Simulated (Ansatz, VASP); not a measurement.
Na in VASP and in Ansatz

```xyz
1
Lattice="-2.1590 2.1590 2.1590 2.1590 -2.1590 2.1590 2.1590 2.1590 -2.1590" Properties=species:S:1:pos:R:3 pbc="T T T"
Na    0.0000    0.0000    0.0000
```

Change from the starting cell: volume scaled by 1.06.

Alike in both runs: task single point; functional PBE; k mesh 11 × 11 × 11; occupations fermi-dirac, width 0.03 eV; no spin polarisation.

```csv
,VASP,Ansatz
version,VASP 6.6.1,Ansatz 0.2.0
potentials or method,"VASP PAW PBE potentials, release 64 (Na_pv), cutoff 520 eV","all-electron LAPW, scalar-relativistic"
```

```csv
,VASP,Ansatz,Ansatz less VASP
pressure (GPa),-0.6,-0.6,+0.03
```

Ansatz ran all-electron here, so the differences hold the error of VASP's frozen core and of both bases.
